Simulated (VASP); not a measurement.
Set up this calculation in VASP 6.6.1, as the native input.

```yaml
Task: single point
Functional: PBE
Potentials_or_basis: VASP PAW PBE potentials, release 64 (Hf_pv, N)
Cutoff: 520 eV
k_mesh: 6 × 6 × 4
Occupations: fermi-dirac, width 0.0065 eV
Spin: no spin polarisation
Dipole_correction: no
Further_INCAR_settings: ALGO = Normal; EDIFF = 1e-07; NBANDS = 23
```

The structure of HfN lies in POSCAR:

```
HfN
1.0
    3.1339080219      0.0000000000      0.0000000000
   -1.5669540110      2.7140439601      0.0000000000
    0.0000000000      0.0000000000      5.4167677200
Hf N
2 2
Direct
    0.6666666667      0.3333333333      0.7500000000
    0.3333333333      0.6666666667      0.2500000000
    0.0000000000      0.0000000000      0.0000000000
    0.0000000000      0.0000000000      0.5000000000
```

The cell comes from a database or a generator and needn't be the stable form of this composition.

One way to write it, as run:

INCAR

```
SYSTEM = HfN
PREC = Accurate ; ENCUT = 520
EDIFF = 1E-7 ; ISMEAR = -1
SIGMA = 0.0065 ; LREAL = .FALSE.
LASPH = .TRUE. ; NELM = 100
ALGO = Normal ; ISIF = 2
LWAVE = .FALSE. ; LCHARG = .TRUE.
GGA = PE ; LELF = .TRUE.
LVHAR = .TRUE. ; NBANDS = 23
```

KPOINTS

```
regular mesh
0
G
  6 6 4
  0 0 0
```

Potentials or basis: VASP PAW PBE potentials, release 64 (Hf_pv, N).

Run with:

```bash
$ cat potpaw_PBE.64/Hf_pv/POTCAR potpaw_PBE.64/N/POTCAR > POTCAR
$ mpirun -np 1 vasp_std > vasp.out
```

It gave:

```json
{
  "Pressure": "3.9 GPa",
  "Band gap on the k mesh": "none (metal or under the smearing width)"
}
```

Caveat: the k mesh is coarse (spacing up to 0.39 Å⁻¹), so the values aren't converged.

Run time: 25 s on 1 thread of AMD EPYC 7R13 Processor (Zen 3), with other jobs on the host, peak memory 0.14 GiB.
